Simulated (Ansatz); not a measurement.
Co3Al: energy against volume and a worked fit

```
CELL_PARAMETERS angstrom
3.57495 0.00000 0.00000
0.00000 3.57495 0.00000
0.00000 0.00000 3.57495
ATOMIC_POSITIONS crystal
Co 0.00000 0.50000 0.50000
Co 0.50000 0.00000 0.50000
Co 0.50000 0.50000 0.00000
Al 0.00000 0.00000 0.00000
```

The cell comes from a database or a generator and needn't be the stable form of this composition.

The cell was scaled at fixed shape and fractions and run with Ansatz, Ansatz PAW, cutoff 500 eV; r2SCAN, k mesh 8 × 8 × 8 on the cell of 4 atoms, fermi-dirac occupations of 0.05 eV, collinear spin, ferromagnetic start, no spin-orbit coupling. The potentials were made for PBE. Energies are those that the program minimises, any entropy of the smearing included. For a metal such a mesh isn't converged to the digits shown. The magnetic state is the one that the start led to, which needn't be the lowest.

| V (Å³/atom) | energy over the lowest row (meV/atom) |
| --- | --- |
| 10.7369 | 30.17 |
| 10.9653 | 14.43 |
| 11.1937 | 4.63 |
| 11.4222 | 0.00 |
| 11.6506 | ? |
| 11.8791 | 4.34 |
| 12.1075 | 12.65 |

Problem. Fit the third-order Birch-Murnaghan form, give V0, B0 and B′, and predict the energy left open.

Solution. With y = (V0/V)^(2/3), E = E0 + (9 V0 B0/16) [(y - 1)³ B′ + (y - 1)² (6 - 4y)]. Least squares through the rows shown give V0 = 11.5315 Å³/atom, E0 = -0.57 meV, B0 = 159.5 GPa (1 eV/Å³ = 160.218 GPa) and B′ = 4.03, with a largest miss of 0.06 meV. At V = 11.6506 the form with these constants gives 0.03 meV; the run gave 0.02 meV an atom.
